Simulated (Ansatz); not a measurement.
Predict the output of the script below (the Python package of Ansatz (0.2.0)).

`restart_sic.py`:
```python
"""Start a denser mesh for SiC from a saved density."""

import ansatz as az


def main() -> None:
    lattice = az.Lattice.of(
        (3.076, 0.0, 0.0),
        (-1.538, 2.66389414, 0.0),
        (0.0, 0.0, 5.048),
    )
    sites = [
        ("Si", (1 / 3, 2 / 3, 0.0)),
        ("Si", (2 / 3, 1 / 3, 0.5)),
        ("C", (1 / 3, 2 / 3, 0.385)),
        ("C", (2 / 3, 1 / 3, 0.885)),
    ]
    crystal = az.Crystal(lattice=lattice)
    for symbol, position in sites:
        crystal = crystal.atom(symbol, position)

    calc = crystal.calculation().functional(az.Functional.PBESOL).occupations("fixed")
    coarse = calc.kpoints(*(4, 4, 2)).checkpoint(write="state").run().report
    warm = calc.kpoints(*(8, 8, 5)).checkpoint(read="state").run().report
    cold = calc.kpoints(*(8, 8, 5)).run().report
    for label, report in (("coarse", coarse), ("fine, from the saved density", warm), ("fine, fresh start", cold)):
        print(f"{label:30s} F = {report['free_energy_ev']:.5f} eV  iterations {report['n_iterations']}")


if __name__ == "__main__":
    main()
```

Output of `python restart_sic.py`:
```text
DeckWarning: basis.ecutwfc = 420 eV, auto-derived from the records' recommended cutoffs: set by Si (normal level)
coarse                         F = -1737.24504 eV  iterations 6
fine, from the saved density   F = -1737.36735 eV  iterations 6
fine, fresh start              F = -1737.36735 eV  iterations 6
```
(Warnings from the package without file and line, repeats left out.)

What to keep in mind:
- Absolute energies stand on the zero of these potentials, so only differences at equal settings mean something. A total without «per atom» is that of the cell as typed.
- The starting cell is as deposited in a crystallographic database; the results hold for this polymorph, which needn't be the stable one.
- Finished in 2.9 s on 1 thread of Arm Neoverse V2, with other jobs on the host, peak memory 0.34 GiB.

(Lines on the test bed's own set-up are left out of the output.)
